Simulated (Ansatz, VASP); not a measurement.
# AsP (puckered PAs, 1 layer): VASP beside Ansatz

One calculation is typed for both programs; each brings its own data sets. How far apart do they land? The structure shown is the start of the Ansatz relaxation below; VASP solves that cell, so the two are compared at the walk's first step.

Calculated with Ansatz 0.2.0; plane waves, with VASP 6.6.1 beside it; single point at PBE.

**1. Set-up**

The cell holds 4 atoms: 2 P and 2 As. Its edges and angles: a = 4.690 Å, b = 3.500 Å, c = 17.360 Å, α = 90.0°, β = 90.0°, γ = 90.0°. Vacuum lies along c.

**2. Ansatz: relaxation, PBE**

Ansatz runs on its default PAW (the set named soft_2) files.

The two programs are compared at the cell with which this relaxation starts, whose forces are those of its first step.

input.yaml

```yaml
crystal:
  lattice:
    - [4.69, 0.0, 0.0]
    - [0.0, 3.5, 0.0]
    - [0.0, 0.0, 17.36]
  atoms:
    - { symbol: P, position: [0.09, 0.0, 0.4320276498] }
    - { symbol: As, position: [0.41, 0.5, 0.4377880184] }
    - { symbol: As, position: [0.91, 0.0, 0.5622119816] }
    - { symbol: P, position: [0.59, 0.5, 0.5679723502] }
kpoints:
  mp_grid: { grid: [8, 8, 1] }
hamiltonian:
  xc: pbe
scf:
  occupations: { method: fermi_dirac, width: 0.05 }
  convergence: { dr2_threshold: 1.0e-08 }
efield:
  axis: 3
  dipole_correction: true
  ramp_position: 0.97
  ramp_width: 0.04
relax:
  f_tol: 0.01
  cell: { fix: [c, alpha, beta] }
output:
  write_potential: true
  write_density: true
  volumetric_format: npy
```

Command:

```
$ ansatz run input.yaml --threads 4 --pin off --max-ram 8192MiB --backend cpu --events-out ev --progress --plain --runs-dir out
```

Numbers of over 12 decimals in the logs are rounded to 6 here.

Output:

```text
Warning: relax.cell: scf.convergence.dr2_threshold = 1e-8 eV is looser than the 4e-10 eV advised for a relaxation that steers and ends on the stress (1e-10 eV for each atom of the cell: 4). What an SCF threshold leaves in a stress goes as its square root, and in the free energy as the threshold itself, and one threshold admits the most on a small cell: [figures from the program's tests cut] Set scf.convergence.dr2_threshold to 4e-10 eV or tighter. The threshold is an SCF's pass mark: one that does not reach it within its budget of iterations ends unconverged, or closes short of it on a stop that the run arms, and scf.convergence.dr2_threshold's page says what that costs each kind of run
Engine: ansatz 0.2.0, aarch64-unknown-linux-gnu
Pseudopotentials: kind: paw
Pseudopotential: P, paw, valence charge 5, recommended cutoff 420 eV (normal), P.paw.azcp
Pseudopotential: As, paw, valence charge 15, recommended cutoff 420 eV (normal), As.paw.azcp
Functional definition: PBE
  parameter kappa = 0.804
  parameter beta = 0.066725
  exchange = pbe_x(kappa = kappa, mu = beta*pi^2/3)
  correlation = pbe_c(beta = beta)
Crystal: 4 atoms, lattice volume = 284.964 Å³
Basis set: ecut = 420 eV, 5567 PW (Γ), exchange–correlation on 64×48×240 points (8 copies of the dense FFT grid, shifted against one another)
Bands: 24, of which v1, the nominal top of the filled ones, is band 20 counted from 1 (19 counted from 0)
Symmetry: 2 space group operations
k-points: 25 of 64 (time reversal used)
Non-local potential: P, projectors of the file, l = 0: 2, l = 1: 2, l = 2: 2
Non-local potential: As, projectors of the file, l = 0: 2, l = 1: 2, l = 2: 3, l = 3: 1
PAW form: soft (Blöchl's): semilocal exchange-correlation on the pseudo side does not see the compensation charge
PAW one-centre angular grid: P, 110 points (default); XC on 64 Gauss nodes
PAW one-centre angular grid: As, 590 points (default); XC on 64 Gauss nodes
Initial density: superposition of atomic densities (neutral atoms: chi_scale 0, normalization atom), corrected by the library's trained network
Initial wavefunctions: pseudopotential atomic-orbital guess
Functional: x = pbe(κ = 0.804, μ = 0.219515), c = pbe(β = 0.066725)
SCF iter   1: F=—  HF=-11223.220787 eV  |F-HF|=—  |Δ(HF+E_count)|=         —  Δρ=1.65e-3  dr2=1.67e-2  ethr=1.77e-3  p=-0.000 e·Å  D=-2.16e-5 V/Å  ΔV_dip=0.00 eV  dr2_dipole=3.11e-8  V_vac-E_F(+/−)=4.34/4.34 eV  ⟨swp⟩=8.1  Hψ=3235  notcnv=0
efield: sawtooth ramp at fractional position 0.9700 (set: `efield.ramp_position`, or a place that a band, a saddle search or an elastic batch's reference lends), width 0.0400; the density the first Hamiltonian is built on has a dipole p = -0.000 e·Å; the dipole correction subtracts the counter field D = -2.16e-5 V/Å, which shifts the + side's vacuum level by +0.00 eV against the − side's; the planar-averaged density in the ramp window peaks in size at 3.4e-6 e/Å³
preconditioner: auto → Resta (q_TF=auto, 1.967 Å⁻¹)  ε∞=2.3  [insulator: Δε(μ)=0.731 eV  Ē_g=8.543 eV  σ=0.050 eV  W_gap=1.00  n_scr=34 (ndim 8)  ℏωp=9.8 eV  f_vac=0.646  D(μ)=0.00/eV (n_scr^D=0)  ε∞_Penn≈2.3  vacuum switching on, ρ_ref=5.3e-3 e/Å³]
SCF iter   2: F=—  HF=-11223.219185 eV  |F-HF|=—  |Δ(HF+E_count)|=   1.60e-3  Δρ=6.20e-4  dr2=9.53e-4  ethr=4.16e-5  p=0.000 e·Å  D=2.98e-5 V/Å  ΔV_dip=-0.00 eV  dr2_dipole=6.53e-8  V_vac-E_F(+/−)=4.41/4.41 eV  ⟨swp⟩=2.6  Hψ=1159  notcnv=0
SCF iter   3: F=—  HF=-11223.219412 eV  |F-HF|=—  |Δ(HF+E_count)|=   2.27e-4  Δρ=2.78e-4  dr2=1.84e-4  ethr=2.38e-6  p=-0.000 e·Å  D=-3.90e-5 V/Å  ΔV_dip=0.00 eV  dr2_dipole=1.12e-7  V_vac-E_F(+/−)=4.42/4.42 eV  ⟨swp⟩=2.0  Hψ=796  notcnv=0
SCF iter   4: F=—  HF=-11223.219546 eV  |F-HF|=—  |Δ(HF+E_count)|=   1.34e-4  Δρ=6.92e-5  dr2=1.86e-5  ethr=4.60e-7  p=0.000 e·Å  D=1.12e-4 V/Å  ΔV_dip=-0.00 eV  dr2_dipole=9.26e-7  V_vac-E_F(+/−)=4.44/4.44 eV  ⟨swp⟩=2.0  Hψ=833  notcnv=0
SCF iter   5: F=—  HF=-11223.219552 eV  |F-HF|=—  |Δ(HF+E_count)|=   6.61e-6  Δρ=2.71e-5  dr2=1.19e-5  ethr=4.64e-8  p=-0.000 e·Å  D=-2.11e-4 V/Å  ΔV_dip=0.00 eV  dr2_dipole=3.19e-6  V_vac-E_F(+/−)=4.44/4.44 eV  ⟨swp⟩=3.1  Hψ=1307  notcnv=0
SCF iter   6: F=—  HF=-11223.219552 eV  |F-HF|=—  |Δ(HF+E_count)|=   3.78e-7  Δρ=1.49e-5  dr2=2.35e-6  ethr=2.97e-8  p=0.000 e·Å  D=9.01e-5 V/Å  ΔV_dip=-0.00 eV  dr2_dipole=5.75e-7  V_vac-E_F(+/−)=4.44/4.44 eV  ⟨swp⟩=2.0  Hψ=687  notcnv=0
SCF iter   7: F=—  HF=-11223.219568 eV  |F-HF|=—  |Δ(HF+E_count)|=   1.61e-5  Δρ=5.72e-6  dr2=1.07e-7  ethr=5.89e-9  p=0.000 e·Å  D=9.91e-6 V/Å  ΔV_dip=-0.00 eV  dr2_dipole=7.33e-9  V_vac-E_F(+/−)=4.44/4.44 eV  ⟨swp⟩=2.0  Hψ=673  notcnv=0
[...]
SCF iter   6: F=—  HF=-11223.345439 eV  |F-HF|=—  |Δ(HF+E_count)|=  3.46e-11  Δρ=1.49e-6  dr2=3.43e-8  ethr=1.74e-10  p=0.000 e·Å  D=1.14e-5 V/Å  ΔV_dip=-0.00 eV  dr2_dipole=9.30e-9  V_vac-E_F(+/−)=4.40/4.40 eV  ⟨swp⟩=2.0  Hψ=693  notcnv=0
SCF iter   7: F=-11223.345439 eV  HF=-11223.345439 eV  |F-HF|=4.78e-9  |Δ(HF+E_count)|=   3.06e-9  Δρ=6.62e-7  dr2=5.11e-9  ethr=2.50e-11  p=0.000 e·Å  D=4.18e-6 V/Å  ΔV_dip=-0.00 eV  dr2_dipole=1.22e-9  V_vac-E_F(+/−)=4.40/4.40 eV  ⟨swp⟩=7.8  Hψ=3859  notcnv=0
SCF 6 converged in 7 iterations: F = -11223.345439 eV  dr2 = 5.11e-9
relax step   6: F+E_penalty+E_count = -11223.34543869 eV  Δ(F+E_penalty+E_count) = -1.557e-4 eV  max|allowed force component| = 1.627e-3 eV/Å  Δτ_max = 0.0055 Å  P = +0.003 GPa  Ω = 285.110 Å³  energy of the carried Pulay correction = -5.696e-6 eV  fix = [c, alpha, beta]  reactions: c -0.001 GPa; beta -0.000 GPa/rad  (7 SCF iters, accepted)
Initial wavefunctions: pseudopotential atomic-orbital guess (no wavefunctions were taken with the density)
iter 1 solved again at ethr=1.55e-6 eV; its pass at ethr=3.10e-3 eV (dr2=6.22e-4 eV) is discarded
SCF iter   1: F=—  HF=-11223.345411 eV  |F-HF|=—  |Δ(HF+E_count)|=         —  Δρ=2.08e-6  dr2=1.12e-8  ethr=1.55e-6  p=0.000 e·Å  D=4.18e-6 V/Å  ΔV_dip=-0.00 eV  dr2_dipole=1.22e-9  V_vac-E_F(+/−)=4.40/4.40 eV  ⟨swp⟩=3.4  Hψ=4762  notcnv=0
efield: sawtooth ramp at fractional position 0.9700 (set: `efield.ramp_position`, or a place that a band, a saddle search or an elastic batch's reference lends), width 0.0400; the density the first Hamiltonian is built on has a dipole p = 0.000 e·Å; the dipole correction subtracts the counter field D = 4.18e-6 V/Å, which shifts the + side's vacuum level by -0.00 eV against the − side's; the planar-averaged density in the ramp window peaks in size at 1.5e-7 e/Å³
eigensolver tolerance schedule: the retry pair's looser diagonalisation over-reported the residual by 55571.59 of it (diagonalisation noise at an unbounded share of the residual, at the tolerance the schedule requests for it); recorded, not acted on — ethr = c·dr2/N_el stays at c = 1.0e-1
SCF iter   2: F=—  HF=-11223.345442 eV  |F-HF|=—  |Δ(HF+E_count)|=   3.11e-5  Δρ=1.34e-6  dr2=9.91e-9  ethr=2.50e-11  p=-0.000 e·Å  D=-4.37e-6 V/Å  ΔV_dip=0.00 eV  dr2_dipole=1.43e-9  V_vac-E_F(+/−)=4.40/4.40 eV  ⟨swp⟩=10.4  Hψ=5488  notcnv=0
SCF iter   3: F=-11223.345444 eV  HF=-11223.345442 eV  |F-HF|=1.64e-6  |Δ(HF+E_count)|=   2.70e-7  Δρ=8.72e-7  dr2=1.51e-9  ethr=2.48e-11  p=0.000 e·Å  D=3.62e-7 V/Å  ΔV_dip=-0.00 eV  dr2_dipole=6.17e-12  V_vac-E_F(+/−)=4.40/4.40 eV  ⟨swp⟩=6.4  Hψ=3742  notcnv=0
SCF 7 converged in 3 iterations: F = -11223.345444 eV  dr2 = 1.51e-9
relax step   7: F+E_penalty+E_count = -11223.34544375 eV  Δ(F+E_penalty+E_count) = -5.060e-6 eV  max|allowed force component| = 1.624e-3 eV/Å  Δτ_max = 0.0000 Å  P = +0.003 GPa  Ω = 285.110 Å³  fix = [c, alpha, beta]  reactions: c -0.001 GPa; beta -0.000 GPa/rad  stress off target by 1.35e-2 GPa on what of the cell is left free  SCF on the basis re-selected at this cell (its energy is not comparable with the rows above)  (3 SCF iters)
basis re-selected at this cell: Δ(F+E_penalty+E_count) = -5.060e-6 eV, ΔP = -0.000 GPa vs the last step (what re-selecting the basis moved, of the pressure what is left beyond the Pulay correction that the steps carried, after the strain that the cell walked since its last selection, with what the two solves' SCF thresholds leave and, on support functions, any second-order correction that the steps lacked; it is no m [...]
WARN: The input density's exchange-correlation potential varies sharply where the density is thin. Do not read a vacuum level from v_tot or v_xc, or from such a field of the output density. On a cell that repeats whose density bears no net charge and no dipole along the vacuum's axis use v_es (v_loc + v_h of the components); under efield.dipole_correction with no amplitude use v_es + v_field, which holds any external [...]
SCF converged after 3 iterations
Free energy (F): -11223.345444 eV
Harris-Foulkes:  -11223.345442 eV  (|F-HF|=1.64e-6)
Internal energy: -11223.345439 eV  (E = F + TS)
E sigma→0 (E₀):  -11223.345442 eV
Entropy (-TS):   -0.000004 eV (-0.001 meV/atom)
Fermi energy:    -0.550961 eV
Dipole field:    D = -0.000002 V/Å  (p = -0.000004 e·Å, saw-weighted, corrected)
Work function:   Φ+ = 4.3975 eV   Φ− = 4.3975 eV
Levels:          The Fermi level and band energies are counted from a zero that moves with the ramp; work functions are not
--- Per-component energies (eV) ---
  E_band       = -869.950841
  E_kinetic    = 341.907927
  E_local      = -18470.178514  (includes V_loc(G=0)·N_el)
  E_nonlocal   = -1272.892400
  E_hartree    = 9179.079635
  E_xc         = -279.173662
  E_vxc        = -276.826802  (∫ρ·V_xc dr)
  E_paw        = -4808.464837  (= ΣΔE_a)
  E_vpaw       = 449.883728  (= ΣTr[D̂ρ^β])
  E_aug_tail   = 0.000023  (compensation charges beyond the density's cutoff)
  E_efield     = 0.000000  (sawtooth field / dipole correction)
  E_vefield    = 0.000017  (∫n·V_field dr)
  E_ewald      = 4086.376388
  E_smearing   = -0.000004  (= −TS)
  E_closure    = -0.000000  (closes the sum)
  Σ components = -11223.345444   (vs F -11223.345444, Δ=0.00e0)
--- Forces (eV/Å), atoms counted from 1 ---
  atom   1  P      0.00085242    -0.00000000     0.00162448
  atom   2  As    -0.00085455     0.00000000    -0.00060000
  atom   3  As    -0.00086262     0.00000000     0.00059507
  atom   4  P      0.00086147    -0.00000000    -0.00161883
  max |Σ_I F_I| component: 3.28e-6 eV/Å
--- Stress (GPa, compression-positive) ---
       -0.004329      -0.000000       0.000000
       -0.000000       0.013534       0.000000
        0.000000       0.000000      -0.001152
  P = ⅓ Tr σ = 0.0027 GPa (0.027 kbar)
--- Band table (eV; the first three rows and the last of 25) ---
  k-point 0: bands = [... 16 lower, -3.8693, -2.5271, -2.2988, -1.0129, -0.0989, 0.9266, 1.5958, 2.2821]
  k-point 1: bands = [... 16 lower, -4.5650, -3.0067, -2.4525, -1.1136, 0.0558, 1.4360, 2.1456, 2.5158]
  k-point 2: bands = [... 16 lower, -4.3998, -3.5931, -2.4072, -1.4853, 0.3165, 0.4902, 2.1657, 2.3062]
  k-point 24: bands = [... 16 lower, -5.2496, -5.2496, -2.1989, -2.1989, 1.5582, 1.5582, 3.0871, 3.0871]
--- Relaxed structure (6 steps of the walk, 6 accepted, 1 SCFs on fresh bases) ---
  F+E_penalty+E_count = -11223.34544375 eV   max|allowed force component| = 1.624e-3 eV/Å   (the final SCF, on the basis selected at the relaxed cell)
  cell:  # Å, volume = 285.1098 Å³
    - [4.691974, 0.0, 0]
    - [0.0, 3.500313, 0.0]
    - [0, 0.0, 17.36]
  atoms:
    - { symbol: P, position: [0.079322, 0.0, 0.437245] }
    - { symbol: As, position: [0.420678, 0.5, 0.432395] }
    - { symbol: As, position: [0.920678, 0.0, 0.567605] }
    - { symbol: P, position: [0.579322, 0.5, 0.562755] }
```

**3. VASP: single point, PBE, start cell**

The same cell, functional, mesh and smearing now go to VASP, with its own data sets.

Lines of VASP's logs that name or quote its potential files are left out, and so is its time.

INCAR

```
SYSTEM = AsP
PREC = Accurate
ENCUT = 400
EDIFF = 1E-06
NELM = 120
ISMEAR = -1
SIGMA = 0.05
LREAL = .FALSE.
ALGO = Normal
GGA = PE
NBANDS = 16
LORBIT = 11
LWAVE = .FALSE.
LCHARG = .FALSE.
ISIF = 2
LDIPOL = .TRUE.
IDIPOL = 3
DIPOL = 0.5 0.5 0.5
LVHAR = .TRUE.
LASPH = .TRUE.
GGA_COMPAT = .FALSE.
EFERMI = MIDGAP
NELMDL = -8
```

POSCAR

```
AsP
1.0
    4.6900000000      0.0000000000      0.0000000000
    0.0000000000      3.5000000000      0.0000000000
    0.0000000000      0.0000000000     17.3600000000
P As
2 2
Direct
    0.0900000000      0.0000000000      0.4320276498
    0.5900000000      0.5000000000      0.5679723502
    0.4100000000      0.5000000000      0.4377880184
    0.9100000000      0.0000000000      0.5622119816
```

KPOINTS

```
Automatic mesh
0
Gamma
8 8 1
0 0 0
```

Potentials, in the order of the species: P and As (PBE family, release 64).

Command:

```
$ mpirun -np 1 vasp_std
```

Output:

```text
[banner, memory and clock lines left out]
running    1 mpi-ranks, on    1 nodes
 distrk:  each k-point on    1 cores,    1 groups
 distr:  one band on    1 cores,    1 groups

 POSCAR found type information on POSCAR P As
 POSCAR found :  2 types and       4 ions
 LDA part: xc-table for (Slater+PW92), standard interpolation
 POSCAR, INCAR and KPOINTS ok, starting setup
 FFT: planning ... GRIDC
 FFT: planning ... GRID_SOFT
 FFT: planning ... GRID
 WAVECAR not read
 entering main loop
       N       E                     dE             d eps       ncg     rms          rms(c)
DAV:   1     0.114200090445E+03    0.11420E+03   -0.57124E+03   800   0.725E+02
DAV:   2    -0.745828324114E+01   -0.12166E+03   -0.11720E+03  1192   0.148E+02
DAV:   3    -0.196245422754E+02   -0.12166E+02   -0.12120E+02  1112   0.551E+01
DAV:   4    -0.198668565088E+02   -0.24231E+00   -0.24196E+00  1112   0.945E+00
DAV:   5    -0.198720326248E+02   -0.51761E-02   -0.51754E-02  1168   0.128E+00
DAV:   6    -0.198721950924E+02   -0.16247E-03   -0.16247E-03  1208   0.204E-01
DAV:   7    -0.198721972448E+02   -0.21524E-05   -0.21523E-05  1200   0.212E-02
DAV:   8    -0.198721973179E+02   -0.73129E-07   -0.73057E-07   992   0.321E-03    0.730E+00
DAV:   9    -0.197178170848E+02    0.15438E+00   -0.21649E-01   992   0.217E+00    0.439E+00
DAV:  10    -0.196696074828E+02    0.48210E-01   -0.14138E-01  1048   0.189E+00    0.480E-01
DAV:  11    -0.196675138357E+02    0.20936E-02   -0.94166E-03  1080   0.532E-01    0.250E-01
DAV:  12    -0.196671464791E+02    0.36736E-03   -0.19449E-03  1056   0.252E-01    0.917E-02
DAV:  13    -0.196671191474E+02    0.27332E-04   -0.12284E-04  1160   0.601E-02    0.333E-02
DAV:  14    -0.196669617330E+02    0.15741E-03   -0.35630E-04  1048   0.817E-02    0.251E-02
DAV:  15    -0.196670648373E+02   -0.10310E-03   -0.45070E-05  1016   0.274E-02    0.133E-02
DAV:  16    -0.196672061834E+02   -0.14135E-03   -0.50807E-05   992   0.264E-02    0.825E-03
DAV:  17    -0.196672351668E+02   -0.28983E-04   -0.67010E-06   992   0.972E-03    0.509E-03
DAV:  18    -0.196672705100E+02   -0.35343E-04   -0.59718E-06   944   0.818E-03    0.235E-03
DAV:  19    -0.196673287682E+02   -0.58258E-04   -0.34829E-06   808   0.552E-03    0.174E-03
DAV:  20    -0.196673529296E+02   -0.24161E-04   -0.15744E-06   816   0.348E-03    0.775E-04
DAV:  21    -0.196673629491E+02   -0.10020E-04   -0.74926E-07   824   0.223E-03    0.197E-04
DAV:  22    -0.196673649488E+02   -0.19996E-05   -0.11018E-07   784   0.893E-04    0.192E-04
DAV:  23    -0.196673656766E+02   -0.72788E-06   -0.46138E-08   744   0.549E-04
   1 F= -.19667366E+02 E0= -.19667354E+02  d E =-.239345E-04
```

(Continued in part 2 of 2.)

[Lines on the potential files, build, host, timing and source positions are cut from VASP's logs without a mark.]

[Logs are printed without paths, hosts, clocks, repeated set-up lines and the standing remarks that a program may print on its own settings, such as how far it seeks lower states.]

[Hosts, paths, dates, database ids (printed as entryN), source tags and the programs' standing remarks are cut or masked in the printed files.]
